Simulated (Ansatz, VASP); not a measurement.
# Bi in VASP and in Ansatz

```
CELL_PARAMETERS angstrom
1.53429 -2.86894 0.00000
1.53429 2.86894 0.00000
-1.51443 0.00000 4.12319
ATOMIC_POSITIONS crystal
Bi 0.50000 0.50000 0.50000
```

Alike in both runs: task single point; functional PBE; k mesh 6 × 6 × 4; occupations gaussian, width 0.1 eV; no spin polarisation.

```csv
,VASP,Ansatz
version,VASP 6.6.1,Ansatz 0.2.0
potentials or method,"VASP PAW PBE potentials, release 64 (Bi_d)","scalar-relativistic, plane waves, PAW"
plane-wave cutoff (eV),520,420
valence electrons in the cell,15,15
```

```tsv
	VASP	Ansatz	Ansatz less VASP
gap on the k mesh at the Fermi level (eV)	none	none	-
pressure (GPa)	6.0	6.0	+0.07
largest component of the traceless stress (GPa)	9.46	9.48	+0.023
```

A gap of «none» marks a metal or a gap that the smearing closes. With one functional, cell and mesh, what is left measures potentials, basis and numerics.

Caveats: the k mesh is coarse (spacing up to 0.41 Å⁻¹), so the values aren't converged; spin-orbit coupling is left out, which moves the levels of the heavy elements.
